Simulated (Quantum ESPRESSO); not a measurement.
Input of a Quantum ESPRESSO 7.5 run:

The input pw.in:

```
&CONTROL
  calculation = 'scf'
  prefix = 'pwscf'
  outdir = './tmp'
  pseudo_dir = './pseudo'
  tprnfor = .true.
  tstress = .true.
  disk_io = 'nowf'
/
&SYSTEM
  ibrav = 0
  nat = 2
  ntyp = 2
  ecutwfc = 55
  ecutrho = 440
  nbnd = 9
  occupations = 'smearing'
  smearing = 'fd'
  degauss = 0.00367493
/
&ELECTRONS
  conv_thr = 4d-10
  electron_maxstep = 120
  mixing_beta = 0.5
/
ATOMIC_SPECIES
Si    28.0850 Si.pbe-n-rrkjus_psl.1.0.0.UPF
C     12.0110 C.pbe-n-kjpaw_psl.1.0.0.UPF
CELL_PARAMETERS angstrom
   0.0000000000    2.1790000000    2.1790000000
   2.1790000000    0.0000000000    2.1790000000
   2.1790000000    2.1790000000    0.0000000000
ATOMIC_POSITIONS crystal
Si     0.0229970000   -0.0244710000   -0.0028050000
C      0.7830530000    0.7450000000    0.7419040000
K_POINTS automatic
10 10 10 0 0 0
```

Potentials or basis: SSSP 1.3 efficiency PBE.

Launch:

```sh
$ OMP_NUM_THREADS=1 pw.x -in pw.in > pw.out
```

Question: Estimate the band gap on the k mesh.

Answer: 1.03 eV, indirect (least direct gap 4.38 eV).

Question: What does it give for the largest force?

Answer: 1.459 eV/Å.

Question: Estimate the pressure.

Answer: 4.1 GPa.

Forces in eV/Å, atoms in the order of the input:
```
Si   0.649  0.342  1.261
C   -0.649 -0.342 -1.261
```

A k mesh can miss the band edges.
